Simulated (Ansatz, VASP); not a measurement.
Ti3Al in VASP and in Ansatz

Contents of INCAR:

```
SYSTEM = Ti3Al
PREC     = Accurate       ! precision mode
ENCUT    = 520            ! plane-wave cutoff, eV
EDIFF    = 1E-6           ! SCF threshold, eV
ISMEAR   = -1             ! smearing method
SIGMA    = 0.05           ! smearing width, eV
LREAL    = .False.        ! projectors in reciprocal space
LASPH    = .True.         ! aspherical terms in the spheres
NELM     = 80             ! most SCF steps
ALGO     = Normal         ! electronic algorithm
ISIF     = 2              ! what is computed and relaxed
LWAVE    = .False.        ! write WAVECAR
LCHARG   = .False.        ! write CHGCAR
GGA      = PE             ! functional
NBANDS   = 28             ! bands
```

KPOINTS

```
regular mesh
0
Gamma
  10 10 3
  0 0 0
```

File POSCAR:

```
Ti3Al
1.0
    2.9275422229      0.0000000000      0.0000000000
   -1.4637711114      2.5353259357      0.0000000000
    0.0000000000      0.0000000000      9.2263620000
Ti Al
3 1
Direct
    0.3333333333      0.6666666667      0.2494060000
    0.3333333333      0.6666666667      0.7505940000
    0.6666666667      0.3333333333      0.0000000000
    0.6666666667      0.3333333333      0.5000000000
```

The input input.yaml:

```yaml
crystal:
  lattice:
    - [2.9275422229, 0.0, 0.0]
    - [-1.4637711114, 2.5353259357, 0.0]
    - [0.0, 0.0, 9.226362]
  atoms:
    - { symbol: Ti, position: [0.3333333333, 0.6666666667, 0.249406] }
    - { symbol: Ti, position: [0.3333333333, 0.6666666667, 0.750594] }
    - { symbol: Ti, position: [0.6666666667, 0.3333333333, 0.0] }
    - { symbol: Al, position: [0.6666666667, 0.3333333333, 0.5] }
hamiltonian:
  xc: pbe
  pseudopotentials: { kind: paw }
kpoints:
  mp_grid: { grid: [10, 10, 3] }
scf:
  occupations: { method: fermi_dirac, width: 0.05 }
output:
  forces: true
  stress: true
  eigenvalues: true
```

The cell comes from a database or a generator and needn't be the stable form of this composition.

Alike in both runs: task single point; functional PBE; k mesh 10 × 10 × 3; occupations fermi-dirac, width 0.05 eV; no spin polarisation.

|  | VASP | Ansatz |
| --- | --- | --- |
| version | VASP 6.6.1 | Ansatz 0.2.0 |
| potentials or method | VASP PAW PBE potentials, release 64 (Ti_sv, Al) | Ansatz PAW |
| plane-wave cutoff (eV) | 520 | 420 |
| valence electrons in the cell | 39 | 39 |

|  | VASP | Ansatz | Ansatz less VASP |
| --- | --- | --- | --- |
| gap on the k mesh at the Fermi level (eV) | none | none | - |
| pressure (GPa) | 0.1 | 0.3 | +0.18 |
| largest component of the traceless stress (GPa) | 0.12 | 0.10 | -0.019 |
| rms of the force components (eV/Å) | 0.005 | 0.001 | -0.0034 |

Atom by atom the forces differ by 0.003 eV/Å (rms over components). A gap of «none» marks a metal or a gap that the smearing closes.
